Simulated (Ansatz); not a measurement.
**BP in Ansatz: the effect of functional**

BP:

```
CELL_PARAMETERS angstrom
0.00000 2.26900 2.26900
2.26900 0.00000 2.26900
2.26900 2.26900 0.00000
ATOMIC_POSITIONS crystal
P 0.75000 0.75000 0.75000
B 0.00000 0.00000 0.00000
```

Alike in all runs:

```yaml
Program: Ansatz 0.2.0
Task: band structure
Potentials_or_basis: Ansatz PAW
k_mesh: 10 × 10 × 10
Occupations: fermi-dirac, width 0.05 eV
Spin: no spin polarisation
```

```tsv
functional	cutoff	gap on the mesh (eV)	pressure (GPa)
LDA	420 eV (not typed: the program's choice for these potentials)	1.19	-5.2
PBE	420 eV (not typed: the program's choice for these potentials)	1.24	1.1
PBEsol	420 eV (not typed: the program's choice for these potentials)	1.13	-2.0
RPBE	420 eV (not typed: the program's choice for these potentials)	?	?
revPBE	420 eV (not typed: the program's choice for these potentials)	1.26	3.3
BLYP	420 eV (not typed: the program's choice for these potentials)	1.51	6.0
r2SCAN	500 eV (not typed: the program's choice for these potentials)	1.42	-0.2
```

What does the run with functional RPBE give?

gap on the mesh 1.27 eV; pressure 4.0 GPa.

Caveats: the PAW data sets come from PBE, with cores solved anew for the run's functional, which leaves a small shift of forces and pressure (some runs).

